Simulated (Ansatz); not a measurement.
# Ga4As5: the cost of one run

Program: Ansatz 0.2.0. Level of theory: DFT PBEsol, scalar-relativistic, plane waves, PAW. These are calculated values, not measurements.

### Step 1. The structure to begin with

Symmetry: F-43m, No. 216, cubic system. The conventional cell has a = 5.658 Å, b = 5.658 Å, c = 5.658 Å, α = 90.00°, β = 90.00°, γ = 90.00°. Ga (site symmetry -43m) is surrounded by 4 As at 2.45 Å. As (site symmetry -43m) has 4 Ga at 2.45 Å as nearest neighbours.

Coordinates:

```xyz
2
Lattice="0.0000 -2.8291 -2.8291 2.8291 0.0000 -2.8291 2.8291 -2.8291 0.0000" Properties=species:S:1:pos:R:3 pbc="T T T"
Ga    0.0000    0.0000    0.0000
As    4.2437   -4.2437   -4.2437
```

It is the result of an earlier relaxation at this level (volume 22.64 Å³/atom; gap on the mesh: 0.42 eV).

Bulk energy on matching settings, from an earlier run: -4278.4300 eV/atom.

### Step 2. The (100) slab

Planes are indexed in the bulk's conventional cell (F-43m (No. 216)), a = 5.658 Å, b = 5.658 Å, c = 5.658 Å, α = 90.00°, β = 90.00°, γ = 90.00°.

The slab is a (100) slab, 11.3 Å thick as cut, with 15 Å of vacuum; its outer planes are As (top) and As (bottom).

The slab as cut. Layers, bottom to top:

```
plane  atoms per cell  height over the lowest (Å)
    1              As                        0.00
    2              Ga                        1.41
    3              As                        2.83
    4              Ga                        4.24
    5              As                        5.66
    6              Ga                        7.07
    7              As                        8.49
    8              Ga                        9.90
    9              As                       11.32
```

### Step 3. The slab as cut, atoms at the bulk's places

A dipole layer in the vacuum cancels the field that periodic copies would set up if the slab's two faces differ.

Contents of input.yaml:

```yaml
crystal:
  lattice:
    - [4.0010046268, 0.0, 0.0]
    - [0.0, 4.0010046268, 0.0]
    - [0.0, 0.0, 26.3165500128]
  atoms:
    - { symbol: As, position: [0.0, 0.5, 0.2849917636] }
    - { symbol: Ga, position: [0.5, 0.5, 0.3387438227] }
    - { symbol: As, position: [0.5, 0.0, 0.3924958818] }
    - { symbol: Ga, position: [0.0, 0.0, 0.4462479409] }
    - { symbol: As, position: [0.0, 0.5, 0.5] }
    - { symbol: Ga, position: [0.5, 0.5, 0.5537520591] }
    - { symbol: As, position: [0.5, 0.0, 0.6075041182] }
    - { symbol: Ga, position: [0.0, 0.0, 0.6612561773] }
    - { symbol: As, position: [0.0, 0.5, 0.7150082364] }
basis:
  ecutwfc: 420
kpoints:
  mp_grid: { grid: [9, 9, 1] }
hamiltonian:
  xc: pbesol
scf:
  occupations: { method: gaussian, width: 0.05 }
output:
  forces: true
  stress: true
  eigenvalues: true
efield:
  axis: 3
  dipole_correction: true
```

**Question.** How long does this run take on 1 thread of an x86-64 CPU, shared host, and how much memory does it need?

About 98 s, with a peak of 0.94 GiB.
